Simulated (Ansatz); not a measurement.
# ZnO at several levels of theory

One geometry, relaxed with PBE, and single points on it; plane waves with PAW potentials in Ansatz, scalar-relativistic unless the row names spin-orbit coupling. No spin polarisation. Meshes are on the primitive cell of 4 atoms. Gaps are the least over mesh and band path; pressure is positive in compression. Smearing is Gaussian, 0.02 eV.

```cif
data_structure
_symmetry_space_group_name_H-M 'P 1'
_symmetry_Int_Tables_number 1
_cell_length_a 3.2795
_cell_length_b 3.2795
_cell_length_c 5.2933
_cell_angle_alpha 90.000
_cell_angle_beta 90.000
_cell_angle_gamma 120.000
_cell_volume 49.30
loop_
_atom_site_label
_atom_site_type_symbol
_atom_site_fract_x
_atom_site_fract_y
_atom_site_fract_z
_atom_site_occupancy
Zn1 Zn 0.33333 0.66667 0.49997 1
Zn2 Zn 0.66667 0.33333 0.99997 1
O1 O 0.66667 0.33333 0.37904 1
O2 O 0.33333 0.66667 0.87904 1
```

```json
{"level": "PBE", "cutoff (eV)": "420", "k mesh": "12×12×6", "gap (eV)": "0.74", "pressure (GPa)": "0.0", "rough cost with bands (core-min)": "1.4"}
```

Problem. What do r2SCAN, LDA give on the same cell?

Solution.
```json
{"level": "r2SCAN", "cutoff (eV)": "500", "k mesh": "12×12×6", "gap (eV)": "1.17", "pressure (GPa)": "-5.8", "rough cost with bands (core-min)": "2"}
{"level": "LDA", "cutoff (eV)": "420", "k mesh": "12×12×6", "gap (eV)": "0.67", "pressure (GPa)": "-11.2", "rough cost with bands (core-min)": "1.4"}
```